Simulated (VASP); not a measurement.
A run of VASP 6.6.1 is set up as follows.

INCAR

```
SYSTEM = H19C2NO8
PREC = Accurate
ENCUT = 520
EDIFF = 1E-7
ISMEAR = -1
SIGMA = 0.02
LREAL = Auto
LASPH = .TRUE.
NELM = 60
ALGO = Normal
ISIF = 2
LWAVE = .FALSE.
LCHARG = .FALSE.
GGA = CA
NBANDS = 61
```

Contents of KPOINTS:

```
Automatic mesh
0
G
  1 1 1
  0 0 0
```

The input POSCAR:

```
H19C2NO8
1.0
    6.8894190000      0.0000000000      0.0000000000
    0.0000000000      6.8894190000      0.0000000000
    0.0000000000      0.0000000000      6.8894190000
O H C N
8 19 2 1
Direct
    0.6014730705      0.4382953047      0.9430983948
    0.9467706929      0.5391891537      0.0283623336
    0.0923009618      0.1988411505      0.9605454393
    0.7568272448      0.0495687662      0.8021576275
   -0.0597002447      0.7570159400      0.6735110755
    0.3654009141      0.7169399916      0.0823726935
    0.4394274757      0.0756667580      1.0043082007
    0.8983776426      0.4663818531      0.4097878210
    0.5347185300      0.3122614548      0.9670771948
    0.5194777673      0.5513237038      0.9756555669
    0.9521267323      0.5491029069      0.1702320617
    0.8070346716      0.4997083208     -0.0024820671
    0.0301767101      0.3387948969      0.9825792277
    0.0835048645      0.1463258368      1.0921240238
    0.8759664639      0.0926348071      0.8758213138
    0.7823591510     -0.0769876241      0.7376674288
    0.0653756144      0.8236398454      0.6250599651
   -0.0498155215      0.7036442405      0.8064395561
    0.3803949215      0.8644560594      0.0576536280
    0.2297726412      0.6835409488      0.0590906142
    0.3121017897      0.1235517828      0.9477577137
    0.5413083454      0.0566375771      0.8974486818
    0.8912362566      0.5501770178      0.5274610239
    0.8392434834      0.3429171604      0.4368147735
    0.4358422677      0.4045914467      0.4906219233
    0.3530486388      0.3061361198      0.7039780858
    0.5359523060      0.1758058263      0.5795699173
    0.4009481786      0.2635926193      0.5606568566
    0.2594122959      0.1620020498      0.4507056401
    0.1301415983      0.0883383635      0.3700747480
```

Potentials or basis: VASP PAW LDA potentials, release 64 (O, H, C, N).

Run with:

```console
$ cat potpaw_LDA.64/O/POTCAR potpaw_LDA.64/H/POTCAR potpaw_LDA.64/C/POTCAR potpaw_LDA.64/N/POTCAR > POTCAR
$ mpirun -np 1 vasp_gam > vasp.out
```

(1) What does it give for the largest force?

(2) Estimate the band gap on the k mesh.

## Answers

(1) 2.158 eV/Å.

(2) 4.64 eV, direct.

Caveat: the standard files for N, O and F lose accuracy on very short bonds.
